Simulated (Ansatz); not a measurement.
# InAs: a single-point run

Aim: a sound single-point run of InAs. The structure is shown as the input types it. The cell is built on a prototype (CsCl type) and needn't be the phase found in nature.

Computed with Ansatz 0.2.0 (density functional or hybrid calculation with the settings of its input, plane waves (as first typed), unless a step's input says otherwise).

6 further runs of the same task are left out: 2 for a known fault of the program, 4 that didn't finish.

## (1) The system as given

Symmetry: Pm-3m, No. 221, cubic system. The conventional cell has a = 3.537 Å, b = 3.537 Å, c = 3.537 Å, α = 90.00°, β = 90.00°, γ = 90.00°. Around In (site symmetry m-3m) lie 8 As at 3.06 Å. As (site symmetry m-3m) has 8 In at 3.06 Å as nearest neighbours.

Coordinates:

```
In As
1.0
     3.53654    0.00000    0.00000
     0.00000    3.53654    0.00000
     0.00000    0.00000    3.53654
In As
1 1
Direct
  0.00000 0.00000 0.00000
  0.50000 0.50000 0.50000
```

## (2) Running it

File input.yaml:

```yaml
crystal:
  lattice:
    - [3.536541079, 0.0, 0.0]
    - [0.0, 3.536541079, 0.0]
    - [0.0, 0.0, 3.536541079]
  atoms:
    - { symbol: In, position: [0.0, 0.0, 0.0] }
    - { symbol: As, position: [0.5, 0.5, 0.5] }
kpoints:
  mp_grid: { grid: [4, 4, 4] }
hamiltonian:
  xc: hse06
scf:
  occupations: { method: fermi_dirac, width: 0.02 }
  n_extra_bands: 4
  max_iter: 96
output:
  forces: true
  stress: true
  eigenvalues: true
basis:
  ecutwfc: 80
```

Command:

```bash
$ ansatz run input.yaml --threads 4 --pin off --max-ram 3686MiB --backend cpu --events-out ev --progress --plain --runs-dir out
```

What happens when this is run?

The run converged and reported no error, with warnings (cutoff below recommended, filled band counts differ across k points, stress exchange threshold loose). It gives a pressure of 309 GPa, which is large; a structure far from rest gives such values too, whatever the setting.

Look at the input: basis.ecutwfc is 80. The basis cutoff is far too low: the plane waves can't represent the orbitals near the cores. The potentials' recommended cutoff is 420 eV.

To check: delete basis.ecutwfc (the default then holds).
